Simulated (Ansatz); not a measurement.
**Bands of Na**

```
Na
1.0
    -2.10403    2.10403    2.10403
     2.10403   -2.10403    2.10403
     2.10403    2.10403   -2.10403
Na
1
Direct
  0.00000 0.00000 0.00000
```

The cell is the one relaxed in the Materials Project (mp-127), not relaxed further here; entries there can be hypothetical.

All numbers below come from DFT, PBEsol, all-electron LAPW, scalar-relativistic (Ansatz 0.2.0).

Settings: a Γ-centred 12×12×12 k mesh, Fermi–Dirac smearing of 0.05 eV, basis error target 0.25 meV/atom, no spin polarisation.

Points in fractions of the reciprocal vectors of this cell: Γ (0, 0, 0), H (0.5, -0.5, 0.5), N (0, 0, 0.5), P (0.25, 0.25, 0.25). The path joins them by straight lines in the order Γ–H–N–Γ–P–H–P–N; legs that retrace an earlier one aren't tabulated. Energies are in eV from the Fermi level.

**Question.** List the levels at Γ between -14 and 4 eV.

**Answer.** -3.23.

**Question.** List the levels at P between -14 and 4 eV.

**Answer.** 2.73 (×3).

**Question.** List the levels at H between -14 and 4 eV.

**Answer.** none.

**Question.** What is the band gap?

**Answer.** none: with an odd electron count and no spin polarisation the bands can't all be full, a metal in this set-up (spin order or a larger cell could open a gap).
